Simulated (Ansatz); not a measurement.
Run on HfN (NiAs type): DFT, PBE, all-electron PAW with datasets made for the crystal, scalar-relativistic (Ansatz 0.2.0). This run: the series' base cell.

The cell comes from a relaxation on PAW files under the same functional, begun from a prototype that needn't be the stable phase.

Command: `ansatz run input.yaml --threads 1 --pin off --max-ram 3072MiB --backend cpu --events-out ev --progress --plain --runs-dir out` It took 31 s on 1 thread of Intel(R) Xeon(R) Platinum 8488C (Sapphire Rapids) (shared host), peak memory 0.93 GiB.

```yaml
crystal:
  lattice:
    - [3.1579986764, 0.0, 0.0]
    - [-1.5789993382, 2.7349070789, 0.0]
    - [0.0, 0.0, 5.6683379924]
  atoms:
    - { symbol: Hf, position: [0.0, 0.0, 0.0] }
    - { symbol: Hf, position: [0.0, 0.0, 0.5] }
    - { symbol: "N", position: [0.3333333333, 0.6666666667, 0.25] }
    - { symbol: "N", position: [0.6666666667, 0.3333333333, 0.75] }
kpoints:
  mp_grid: { grid: [10, 10, 6] }
scf:
  occupations: { method: fermi_dirac, width: 0.05 }
hamiltonian:
  xc: pbe
  pseudopotentials: { kind: all_electron, datasets: crystal }
output:
  forces: true
  stress: true
  eigenvalues: true
```

Output:

```
hamiltonian.pseudopotentials.datasets: crystal makes datasets for this crystal and solves the spheres of its atoms anew in each pass: cutoff 420.0 eV, the density's 1680.0 eV; for an error of 0.50 meV an atom under PBE, 2.0 meV for the cell; an energy difference from a run of another recipe may be off by several times the error for the cell, under r2SCAN by more, where some 0.1 meV an atom stays at smaller errors; N in spheres of 0.942 Å, 5 of its electrons in bands; Hf in spheres of 1.360 Å, 26 of its electrons in bands
band count auto-derived: 43 (N_el = 62.0; filled up to band 31; 38 by the electrons, moments and atoms)
Engine: ansatz 0.2.0
Pseudopotentials: kind: all_electron
Pseudopotential: Hf, paw, valence charge 26, recommended cutoff 420 eV (normal), crystal/all_electron/pbe/scalar/gaussian/Hf, Koelling and Harmon's equation, gaussian nucleus
Pseudopotential: N, paw, valence charge 5, recommended cutoff 420 eV (normal), crystal/all_electron/pbe/scalar/gaussian/N, Koelling and Harmon's equation, gaussian nucleus
Functional definition: PBE
  parameter kappa = 0.804
  parameter beta = 0.06672455060314922
  exchange = pbe_x(kappa = kappa, mu = beta*pi^2/3)
  correlation = pbe_c(beta = beta)
Crystal: 4 atoms, lattice volume = 48.956 Å³
Basis set: ecut = 420 eV, 931 PW (Γ), exchange–correlation on 48×48×80 points (8 copies of the dense FFT grid, shifted against one another)
Bands: 43, of which v1, the nominal top of the filled ones, is band 31 counted from 1 (30 counted from 0)
Symmetry: 24 space group operations
Space group: P63/mmc (ITA 194), of the structure as read, at distance tolerance 3.7e-5 Å
k-points: 56 of 600
Non-local potential: Hf, projectors of the file, l = 0: 2, l = 1: 2, l = 2: 1, l = 3: 2
Non-local potential: N, projectors of the file, l = 0: 1, l = 1: 2
PAW form: soft (Blöchl's): semilocal exchange-correlation on the pseudo side does not see the compensation charge
PAW one-centre angular grid: Hf, 590 points (default); XC on its mesh's 1821 points in the sphere
PAW one-centre angular grid: N, 110 points (default); XC on its mesh's 1937 points in the sphere
Initial density: superposition of atomic densities (neutral atoms: chi_scale 0, normalization atom)
Initial wavefunctions: pseudopotential atomic-orbital guess
Functional: x = pbe(κ = 0.804, μ = 0.2195149727645171), c = pbe(β = 0.06672455060314922)
iter 1 solved again at ethr=2.55e-2 eV; its pass at ethr=1.00e-1 eV (dr2=1.58e1 eV) is discarded
SCF iter   1: F=—  HF=-823489.601390 eV  |F-HF|=—  |Δ(HF+E_count)|=         —  Δρ=1.55e-1  dr2=1.50e1  ethr=2.55e-2  ⟨swp⟩=2.0  Hψ=11511  notcnv=0
preconditioner: auto → Kerker (q_TF=auto, 2.838 Å⁻¹)  [metal: Δε(μ)=0.052 eV  Ē_g=19.612 eV  σ=0.050 eV  W_gap=0.25  n_scr=22 (ndim 8)  ℏωp=40.4 eV  f_vac=0.000  D(μ)=1.30/eV (n_scr^D=2)]
SCF iter   2: F=—  HF=-823486.435617 eV  |F-HF|=—  |Δ(HF+E_count)|=    3.17e0  Δρ=5.09e-2  dr2=1.78e0  ethr=2.41e-2  ⟨swp⟩=3.0  Hψ=5011  notcnv=0
SCF iter   3: F=—  HF=-823486.011862 eV  |F-HF|=—  |Δ(HF+E_count)|=   4.24e-1  Δρ=2.75e-2  dr2=2.45e-1  ethr=2.88e-3  ⟨swp⟩=3.3  Hψ=5347  notcnv=0  defer=1
SCF iter   4: F=—  HF=-823486.024496 eV  |F-HF|=—  |Δ(HF+E_count)|=   1.26e-2  Δρ=1.10e-2  dr2=3.40e-2  ethr=3.95e-4  ⟨swp⟩=3.2  Hψ=6030  notcnv=0  defer=1
SCF iter   5: F=—  HF=-823486.020548 eV  |F-HF|=—  |Δ(HF+E_count)|=   3.95e-3  Δρ=3.93e-3  dr2=6.43e-3  ethr=5.48e-5  ⟨swp⟩=3.0  Hψ=4726  notcnv=0
SCF iter   6: F=—  HF=-823486.021491 eV  |F-HF|=—  |Δ(HF+E_count)|=   9.44e-4  Δρ=1.37e-3  dr2=1.06e-3  ethr=1.04e-5  ⟨swp⟩=2.1  Hψ=5060  notcnv=0
SCF iter   7: F=—  HF=-823486.021471 eV  |F-HF|=—  |Δ(HF+E_count)|=   2.03e-5  Δρ=5.57e-4  dr2=1.87e-4  ethr=1.71e-6  ⟨swp⟩=2.0  Hψ=5068  notcnv=0
iter 8 solved again at ethr=2.00e-8 eV; its pass at ethr=3.02e-7 eV (dr2=1.24e-5 eV) is discarded
SCF iter   8: F=—  HF=-823486.021494 eV  |F-HF|=—  |Δ(HF+E_count)|=   2.31e-5  Δρ=1.49e-4  dr2=1.24e-5  ethr=2.00e-8  ⟨swp⟩=2.0  Hψ=9571  notcnv=0
SCF iter   9: F=—  HF=-823486.021363 eV  |F-HF|=—  |Δ(HF+E_count)|=   1.31e-4  Δρ=4.37e-5  dr2=1.12e-6  ethr=2.00e-8  ⟨swp⟩=2.9  Hψ=4255  notcnv=0
SCF iter  10: F=—  HF=-823486.021363 eV  |F-HF|=—  |Δ(HF+E_count)|=   2.72e-8  Δρ=1.25e-5  dr2=1.07e-7  ethr=1.81e-9  ⟨swp⟩=3.0  Hψ=4680  notcnv=0
SCF iter  11: F=-823486.021363 eV  HF=-823486.021363 eV  |F-HF|=1.16e-9  |Δ(HF+E_count)|=   1.32e-8  Δρ=3.17e-6  dr2=6.21e-9  ethr=1.72e-10  ⟨swp⟩=2.9  Hψ=4289  notcnv=0
SCF 1 converged in 11 iterations: F = -823486.021364 eV  dr2 = 6.21e-9
  Residual-converged pass: ⟨swp⟩=2.6  Hψ=3734  notcnv=0  max |occ|·‖R‖ = 6.6e-6 eV (tolerance 6.7e-6 eV)  dr2=6.19e-9  dr2_onsite=2.40e-9  max |Δocc| = 1.2e-9
  greatest PAW one-centre occupation: 0.999 electrons in one spin orbital (limit 2), on the Hf atom at site 0 (counted from 0), in its partial waves of l = 3
SCF converged after 11 iterations
Free energy (F): -823486.021364 eV
Harris-Foulkes:  -823486.021364 eV  (|F-HF|=1.16e-9)
Internal energy: -823486.008516 eV  (E = F + TS)
E sigma→0 (E₀):  -823486.014940 eV
Entropy (-TS):   -0.012848 eV (-3.212 meV/atom)
Past the cutoff: the bands carry plane waves up to 1.75 times it, of which those up to 1.5 times it add -0.000301 eV an atom, each by itself; the spheres take 0.000200 eV an atom off the energy for waves past 1.75 times it
By the cutoff:   a pressure is off by up to 0.007 GPa (1.2 times the spheres' own share and the shells' term, over an atom's volume, and 0.004 GPa: a bound that held against runs at twice the plane waves)
Past the cutoffs: a stress includes 0.0017 GPa for waves and charges beyond them, in addition to the slope of what the spheres take
In the spheres:  the bands' charges fall short by 2.9e-6 e at most (sound up to 1e-3)
Fermi energy:    22.426431 eV
--- Per-component energies (eV) ---
  E_band       = 292.331810
  E_kinetic    = 719.704179
  E_local      = -7796.467883  (includes V_loc(G=0)·N_el)
  E_nonlocal   = -4193.540896
  E_hartree    = 4072.191181
  E_xc         = -281.812786
  E_vxc        = -367.110416  (∫ρ·V_xc dr)
  E_paw        = -838757.028261  (= ΣΔE_a)
  E_vpaw       = -29804.868508  (= ΣTr[D̂ρ^β])
  E_ewald      = -10839.287921
  E_smearing   = -0.012848  (= −TS)
  E_closure    = 33590.233870  (closes the sum)
  Σ components = -823486.021364   (vs F -823486.021364, Δ=0.00e0)
  The terms above E_closure are by the made datasets' own strengths, without shells solved beside the bands.
--- Forces (eV/Å), atoms counted from 1 ---
  atom   1  Hf    -0.00000000     0.00000000    -0.00000000
  atom   2  Hf    -0.00000000     0.00000000     0.00000000
  atom   3  N      0.00000000    -0.00000000    -0.00000000
  atom   4  N      0.00000000     0.00000000     0.00000000
  max |Σ_I F_I| component: 9.25e-18 eV/Å
--- Stress (GPa, compression-positive) ---
        0.062189       0.000000      -0.000000
        0.000000       0.062189       0.000000
       -0.000000       0.000000       0.111312
  P = ⅓ Tr σ = 0.0786 GPa (0.786 kbar)
--- Band table (eV; the first three rows and the last of 56) ---
  k-point 0: bands = ["-40.1447", "-40.0591", "-9.5544", "-8.6415", "-8.6415", "-8.5090", "-8.5090", "-8.2382", "5.6712", "7.7621", "9.8915", "9.9336", "9.9406", "9.9406", "10.0030", "10.0030", "10.0086", "10.0098", "10.0098", "10.0098", "10.0715", "10.0902", "10.0902", "10.1154", "14.2080", "17.4042", "17.4042", "19.5922", "19.5968", "20.1680", "20.1680", "23.2548", "23.2548", "23.2618", "23.2618", "24.3175", "27.2100", "27.4384", "27.7579"]
  k-point 1: bands = ["-40.1390", "-40.0649", "-9.4742", "-8.6328", "-8.6328", "-8.5180", "-8.5180", "-8.3358", "5.8023", "7.6055", "9.8930", "9.9342", "9.9448", "9.9448", "9.9988", "9.9988", "10.0087", "10.0097", "10.0144", "10.0144", "10.0625", "10.0800", "10.0840", "10.0840", "14.5003", "17.5261", "17.5261", "18.5919", "19.8248", "19.8248", "20.5466", "23.3883", "23.3883", "23.6136", "23.6136", "24.7109", "26.4024", "27.4854", "27.4854"]
  k-point 2: bands = ["-40.1234", "-40.0806", "-9.2501", "-8.6087", "-8.6087", "-8.5945", "-8.5425", "-8.5425", "6.1623", "7.1944", "9.8990", "9.9296", "9.9563", "9.9563", "9.9875", "9.9875", "10.0089", "10.0095", "10.0275", "10.0275", "10.0297", "10.0413", "10.0675", "10.0675", "15.2652", "17.4597", "17.8813", "17.8813", "19.1313", "19.1313", "21.7150", "23.7498", "23.7498", "24.1620", "24.1620", "24.9023", "25.6445", "27.1133", "27.1133"]
  k-point 55: bands = ["-40.0514", "-40.0514", "-9.1484", "-9.1484", "-9.0053", "-9.0053", "-8.7467", "-8.7467", "7.3924", "7.3924", "9.9297", "9.9297", "9.9800", "9.9800", "9.9901", "9.9901", "10.0125", "10.0125", "10.0239", "10.0239", "10.0539", "10.0539", "10.1036", "10.1036", "16.1821", "16.1821", "17.0357", "17.0357", "17.7549", "17.7549", "23.0891", "23.0891", "25.1123", "25.1123", "26.2190", "26.2190", "27.5535", "27.5535", "30.8552"]
```

Next run (volume at 0.88 of the series' base cell), as changes to the input before:

```diff
   lattice:
-    - [3.1579986764, 0.0, 0.0]
-    - [-1.5789993382, 2.7349070789, 0.0]
-    - [0.0, 0.0, 5.6683379924]
+    - [3.0112128015, 0.0, 0.0]
+    - [-1.5056064008, 2.6077867823, 0.0]
+    - [0.0, 0.0, 5.486298105]
   atoms:
```

Results part of the output:

```
SCF 1 converged in 10 iterations: F = -823485.362731 eV  dr2 = 5.01e-8
  Residual-converged pass: ⟨swp⟩=3.0  Hψ=4349  notcnv=0  max |occ|·‖R‖ = 6.6e-6 eV (tolerance 6.7e-6 eV)  dr2=5.00e-8  dr2_onsite=2.14e-8  max |Δocc| = 2.9e-10
  greatest PAW one-centre occupation: 0.998 electrons in one spin orbital (limit 2), on the Hf atom at site 0 (counted from 0), in its partial waves of l = 3
SCF converged after 10 iterations
Free energy (F): -823485.362731 eV
Harris-Foulkes:  -823485.362731 eV  (|F-HF|=2.40e-8)
Internal energy: -823485.348498 eV  (E = F + TS)
E sigma→0 (E₀):  -823485.355615 eV
Entropy (-TS):   -0.014233 eV (-3.558 meV/atom)
Past the cutoff: the bands carry plane waves up to 1.75 times it, of which those up to 1.5 times it add -0.000307 eV an atom, each by itself; the spheres take 0.000160 eV an atom off the energy for waves past 1.75 times it
By the cutoff:   a pressure is off by up to 0.007 GPa (1.2 times the spheres' own share and the shells' term, over an atom's volume, and 0.004 GPa: a bound that held against runs at twice the plane waves)
Past the cutoffs: a stress includes 0.0022 GPa for waves and charges beyond them, in addition to the slope of what the spheres take
In the spheres:  the bands' charges fall short by 7.5e-7 e at most (sound up to 1e-3)
Fermi energy:    25.532042 eV
--- Per-component energies (eV) ---
  E_band       = 499.165862
  E_kinetic    = 833.843419
  E_local      = -7795.629621  (includes V_loc(G=0)·N_el)
  E_nonlocal   = -3526.675453
[... lines left out ...]
  E_closure    = 32841.190281  (closes the sum)
  Σ components = -823485.362731   (vs F -823485.362731, Δ=0.00e0)
  The terms above E_closure are by the made datasets' own strengths, without shells solved beside the bands.
--- Forces (eV/Å), atoms counted from 1 ---
  atom   1  Hf     0.00000000    -0.00000000     0.00000000
  atom   2  Hf     0.00000000     0.00000000     0.00000000
  atom   3  N      0.00000000    -0.00000000     0.00000000
  atom   4  N     -0.00000000     0.00000000     0.00000000
  max |Σ_I F_I| component: 6.94e-18 eV/Å
--- Stress (GPa, compression-positive) ---
       39.990964      -0.000000       0.000000
        0.000000      39.990964       0.000000
        0.000000       0.000000      40.109627
  P = ⅓ Tr σ = 40.0305 GPa (400.305 kbar)
--- Band table (eV; the first three rows and the last of 56) ---
  k-point 0: bands = ["-36.6438", "-36.5136", "-6.4941", "-5.0510", "-5.0510", "-4.8650", "-4.8650", "-4.6623", "8.1231", "10.8378", "13.4399", "13.4989", "13.4989", "13.5021", "13.6014", "13.6014", "13.6015", "13.6015", "13.6316", "13.6332", "13.6650", "13.7085", "13.7085", "13.7322", "16.7595", "20.1276", "20.1276", "22.3199", "22.6773", "23.3294", "23.3294", "26.4914", "26.4914", "26.5854", "26.5854", "28.8386", "30.9336", "31.2298", "31.7569"]
  k-point 1: bands = ["-36.6352", "-36.5224", "-6.3862", "-5.0388", "-5.0388", "-4.8777", "-4.8777", "-4.8037", "8.2966", "10.6298", "13.4410", "13.5028", "13.5055", "13.5055", "13.5945", "13.5945", "13.6073", "13.6073", "13.6317", "13.6331", "13.6524", "13.6712", "13.6995", "13.6995", "17.1199", "20.2679", "20.2679", "21.4895", "22.9173", "22.9173", "23.5138", "26.7360", "26.7360", "26.9170", "26.9170", "29.2006", "30.0239", "31.4271", "31.4271"]
  k-point 2: bands = ["-36.6116", "-36.5465", "-6.0824", "-5.1732", "-5.0052", "-5.0052", "-4.9122", "-4.9122", "8.7671", "10.0941", "13.4467", "13.4930", "13.5239", "13.5239", "13.5755", "13.5755", "13.5965", "13.6226", "13.6240", "13.6240", "13.6320", "13.6328", "13.6768", "13.6768", "18.0101", "20.3603", "20.6754", "20.6754", "22.1089", "22.1089", "24.7939", "27.1432", "27.1432", "27.5751", "27.5751", "28.3435", "30.0728", "30.9720", "30.9720"]
  k-point 55: bands = ["-36.4820", "-36.4820", "-5.8886", "-5.8886", "-5.6565", "-5.6565", "-5.3181", "-5.3181", "10.2062", "10.2062", "13.5085", "13.5085", "13.5698", "13.5698", "13.5902", "13.5902", "13.5944", "13.5944", "13.6201", "13.6201", "13.6525", "13.6525", "13.7240", "13.7240", "18.7238", "18.7238", "19.8785", "19.8785", "20.8050", "20.8050", "26.3087", "26.3087", "28.7492", "28.7492", "30.0834", "30.0834", "31.8084", "31.8084", "35.5346"]
```

Next run (volume at 0.8 of the series' base cell), as changes to the input before:

```diff
   lattice:
-    - [3.0112128015, 0.0, 0.0]
-    - [-1.5056064008, 2.6077867823, 0.0]
-    - [0.0, 0.0, 5.486298105]
+    - [2.903523992, 0.0, 0.0]
+    - [-1.451761996, 2.5145255375, 0.0]
+    - [0.0, 0.0, 5.3643706149]
   atoms:
```

Results part of the output:

```
SCF 1 converged in 10 iterations: F = -823483.875224 eV  dr2 = 4.19e-8
  Residual-converged pass: ⟨swp⟩=3.1  Hψ=4997  notcnv=0  max |occ|·‖R‖ = 6.6e-6 eV (tolerance 6.7e-6 eV)  dr2=4.08e-8  dr2_onsite=1.65e-8  max |Δocc| = 1.3e-9
  greatest PAW one-centre occupation: 0.997 electrons in one spin orbital (limit 2), on the Hf atom at site 0 (counted from 0), in its partial waves of l = 3
SCF converged after 10 iterations
Free energy (F): -823483.875224 eV
Harris-Foulkes:  -823483.875224 eV  (|F-HF|=2.07e-8)
Internal energy: -823483.859343 eV  (E = F + TS)
E sigma→0 (E₀):  -823483.867283 eV
Entropy (-TS):   -0.015882 eV (-3.970 meV/atom)
Past the cutoff: the bands carry plane waves up to 1.75 times it, of which those up to 1.5 times it add -0.000276 eV an atom, each by itself; the spheres take 0.000122 eV an atom off the energy for waves past 1.75 times it
By the cutoff:   a pressure is off by up to 0.006 GPa (1.2 times the spheres' own share and the shells' term, over an atom's volume, and 0.004 GPa: a bound that held against runs at twice the plane waves)
Past the cutoffs: a stress includes 0.0025 GPa for waves and charges beyond them, in addition to the slope of what the spheres take
In the spheres:  the bands' charges fall short by 1.3e-7 e at most (sound up to 1e-3)
Fermi energy:    28.062975 eV
--- Per-component energies (eV) ---
  E_band       = 666.700306
  E_kinetic    = 931.021439
  E_local      = -7775.763431  (includes V_loc(G=0)·N_el)
  E_nonlocal   = -3030.672414
[... lines left out ...]
  E_closure    = 32277.044620  (closes the sum)
  Σ components = -823483.875224   (vs F -823483.875224, Δ=0.00e0)
  The terms above E_closure are by the made datasets' own strengths, without shells solved beside the bands.
--- Forces (eV/Å), atoms counted from 1 ---
  atom   1  Hf    -0.00000000    -0.00000000    -0.00000000
  atom   2  Hf     0.00000000     0.00000000     0.00000000
  atom   3  N      0.00000000     0.00000000    -0.00000000
  atom   4  N      0.00000000    -0.00000000     0.00000000
  max |Σ_I F_I| component: 9.25e-18 eV/Å
--- Stress (GPa, compression-positive) ---
       84.873483       0.000000      -0.000000
        0.000000      84.873483       0.000000
       -0.000000       0.000000      84.987196
  P = ⅓ Tr σ = 84.9114 GPa (849.114 kbar)
--- Band table (eV; the first three rows and the last of 56) ---
  k-point 0: bands = ["-33.8539", "-33.6805", "-4.1075", "-2.1377", "-2.1377", "-1.9041", "-1.9041", "-1.8100", "10.1950", "13.4649", "16.2756", "16.3501", "16.3501", "16.3648", "16.4926", "16.4926", "16.4948", "16.4948", "16.5502", "16.5520", "16.5537", "16.6225", "16.6225", "16.6518", "18.9188", "22.3999", "22.3999", "24.5211", "25.2656", "25.9684", "25.9684", "29.1098", "29.1098", "29.3224", "29.3224", "32.5858", "33.8881", "34.3231", "35.0060"]
  k-point 1: bands = ["-33.8425", "-33.6923", "-3.9760", "-2.1224", "-2.1224", "-1.9941", "-1.9201", "-1.9201", "10.4099", "13.2118", "16.2759", "16.3590", "16.3590", "16.3643", "16.4847", "16.4847", "16.4996", "16.4996", "16.5379", "16.5503", "16.5519", "16.5540", "16.6111", "16.6111", "19.3512", "22.5557", "22.5557", "23.8628", "25.4942", "25.4942", "25.9697", "29.4852", "29.4852", "29.6004", "29.6004", "32.9102", "32.9221", "34.6340", "34.6340"]
  k-point 2: bands = ["-33.8111", "-33.7244", "-3.6040", "-2.4683", "-2.0803", "-2.0803", "-1.9636", "-1.9636", "10.9842", "12.5689", "16.2801", "16.3417", "16.3841", "16.3841", "16.4570", "16.4570", "16.4579", "16.5007", "16.5194", "16.5194", "16.5507", "16.5516", "16.5827", "16.5827", "20.3468", "22.7789", "23.0069", "23.0069", "24.5897", "24.5897", "27.2909", "29.9238", "29.9238", "30.3507", "30.3507", "31.0872", "33.7287", "34.1167", "34.1167"]
  k-point 55: bands = ["-33.6119", "-33.6119", "-3.3378", "-3.3378", "-3.0119", "-3.0119", "-2.5722", "-2.5722", "12.5635", "12.5635", "16.3801", "16.3801", "16.4301", "16.4301", "16.4763", "16.4763", "16.4930", "16.4930", "16.5139", "16.5139", "16.5498", "16.5498", "16.6436", "16.6436", "20.7984", "20.7984", "22.3103", "22.3103", "23.3686", "23.3686", "28.9454", "28.9454", "31.7173", "31.7173", "33.2638", "33.2638", "35.2775", "35.2775", "39.3768"]
```

Spin–orbit coupling is left out, which matters for the heavy atoms.
